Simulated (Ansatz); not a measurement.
Crystal: Ge.

```
Ge
1.0
    -2.49590    2.65086    1.43695
     2.49590   -2.65086    1.43695
     2.49590    2.65086   -1.43695
Ge
2
Direct
  0.31406 0.06406 0.25000
  0.68594 0.93594 0.75000
```

This isn't the form of Ge at room conditions, which is diamond.

Base run:

- Program: Ansatz 0.2.0
- Functional: BLYP
- Potentials or basis: Ansatz PAW
- Cutoff: 420 eV
- Density cutoff: 1680 eV
- k mesh: 11 × 11 × 11
- Occupations: fermi-dirac, width 0.05 eV
- Spin: no spin polarisation

Its results: band gap on the k mesh none (metal or under the smearing width); pressure 7.4 GPa; largest force 0.077 eV/Å.

Q: The run is repeated on the same cell with these changes: functional from BLYP to r2SCAN; cutoff from 420 eV to 500 eV; density cutoff from 1680 eV to 2000 eV. What comes out?

A: Band gap on the k mesh none (metal or under the smearing width); pressure -1.3 GPa; largest force 0.094 eV/Å.

Caveats: the PAW data sets come from PBE, with cores solved anew for the run's functional, which leaves a small shift of forces and pressure; the potentials were made for another functional, which shifts forces and pressure (some runs).

Not every run made on this cell is shown here.
